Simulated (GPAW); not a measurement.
Set up this calculation in GPAW 26.7.0, as an ASE script.

| Quantity | Value |
| --- | --- |
| Task | band structure |
| Functional | PBEsol |
| Potentials or basis | PAW data sets generated in the run's folder for this functional |
| Cutoff | 800 eV |
| Basis | pw |
| k mesh | 9 × 9 × 5 |
| Occupations | fermi-dirac, width 0.05 eV |
| Spin | no spin polarisation |
| Maxiter | 150 |
| Band path | GMKGALHA,LM,KH |
| Band points | 80 |

ZrC:

```
Zr C
1.0
     3.39148    0.00000    0.00000
    -1.69574    2.93710    0.00000
     0.00000    0.00000    5.29005
Zr C
2 2
Cartesian
  1.6957 0.9790 3.9675
  0.0000 1.9581 1.3225
  0.0000 0.0000 2.6450
  0.0000 0.0000 0.0000
```

The cell comes from a database or a generator and needn't be the stable form of this composition.

One way to write it, as run:

run.py

```python
from ase import Atoms
from ase.dft.bandgap import bandgap
from ase.io import write
from ase.units import GPa
from gpaw import GPAW, PW, setup_paths

setup_paths.insert(0, '.')

atoms = Atoms(['Zr', 'Zr', 'C', 'C'],
              cell=[[3.3914762718, 0.0, 0.0],
                    [-1.6957381359, 2.9371046077, 0.0],
                    [0.0, 0.0, 5.290053]],
              scaled_positions=[[0.6666666667, 0.3333333333, 0.75],
                                [0.3333333333, 0.6666666667, 0.25],
                                [0.0, 0.0, 0.5],
                                [0.0, 0.0, 0.0]],
              pbc=True)

calc = GPAW(mode=PW(800),
            xc='PBEsol',
            kpts={'size': (9, 9, 5), 'gamma': True},
            occupations={'name': 'fermi-dirac', 'width': 0.05},
            nbands=31,
            convergence={'density': 1e-05, 'energy': 1e-05},
            maxiter=150,
            txt='gpaw.txt')
atoms.calc = calc
energy = atoms.get_potential_energy()
forces = atoms.get_forces()
stress = atoms.get_stress()
calc.write('gs.gpw')
write('result.traj', atoms)
print(f'Energy: {energy:.6f} eV')
print('Forces (eV/A):')
print(forces.round(4))
print('Stress (GPa):', (stress / GPa).round(3))
print('Fermi level:', round(calc.get_fermi_level(), 4), 'eV')
print(f'Gap: {bandgap(calc)[0]:.4f} eV, direct: {bandgap(calc, direct=True)[0]:.4f} eV')

path = atoms.cell.bandpath('GMKGALHA,LM,KH', npoints=80, eps=1e-4)
bs_calc = calc.fixed_density(kpts=path, symmetry='off', nbands=46,
                             convergence={'bands': 'CBM+6.0', 'eigenstates': 1e-6}, txt='bands.txt')
bs = bs_calc.band_structure()
bs.write('bs.json')
print(f'Gap on the path: {bandgap(bs_calc)[0]:.4f} eV')
```

Potentials or basis: PAW data sets generated in the run's folder for this functional, pw.

Command:

```console
$ gpaw-setup -f PBEsol C Zr
$ OMP_NUM_THREADS=1 python run.py
```

It gave:

```json
{
 "Pressure": "-8.7 GPa",
 "Band gap along the path": "none (metal or under the smearing width)"
}
```

It took 2.7 min on 1 thread of AMD EPYC 7R43 64-Core Processor (Zen 3), on a shared host, peak memory 0.51 GiB.
